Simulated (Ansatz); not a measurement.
AlSb:
```
AlSb
1.0
    0.00000     3.08863     3.08863
    3.08863     0.00000     3.08863
    3.08863     3.08863     0.00000
Sb Al
1 1
Direct
  0.75000   0.75000   0.75000
  0.00000   0.00000   0.00000
```

Tensor components refer to the Cartesian frame of this cell.

Q: Give the proper piezoelectric stress tensor with relaxed ions from the program Ansatz at the r²SCAN level (PAW).

A: In C/m², rows x, y, z, Voigt columns; mesh uncertainty up to 0.00.
```
0.00  0.00  0.00  0.11  0.00  0.00
0.00  0.00  0.00  0.00  0.11  0.00
0.00  0.00  0.00  0.00  0.00  0.11
```

The elastic tensor of the same run (GPa):

|  | 1 | 2 | 3 | 4 | 5 | 6 |
|---|---|---|---|---|---|---|
| 1 | 86.2 | 40.6 | 40.6 | 0.0 | 0.0 | 0.0 |
| 2 | 40.6 | 86.2 | 40.6 | 0.0 | 0.0 | 0.0 |
| 3 | 40.6 | 40.6 | 86.2 | 0.0 | 0.0 | 0.0 |
| 4 | 0.0 | 0.0 | 0.0 | 41.3 | 0.0 | 0.0 |
| 5 | 0.0 | 0.0 | 0.0 | 0.0 | 41.3 | 0.0 |
| 6 | 0.0 | 0.0 | 0.0 | 0.0 | 0.0 | 41.3 |

Q: Convert to strain constants d = e·S.

A: In pC/N:
```
0.0  0.0  0.0  2.6  0.0  0.0
0.0  0.0  0.0  0.0  2.6  0.0
0.0  0.0  0.0  0.0  0.0  2.6
```

Space group F-43m (zinc blende). The cell was relaxed with r²SCAN under the symmetry of its start; of distortions, only those at the zone centre were tested. Scalar-relativistic: spin–orbit coupling is off unless named, which matters more the heavier the elements.

Potentials: the later of the program's two PAW sets.
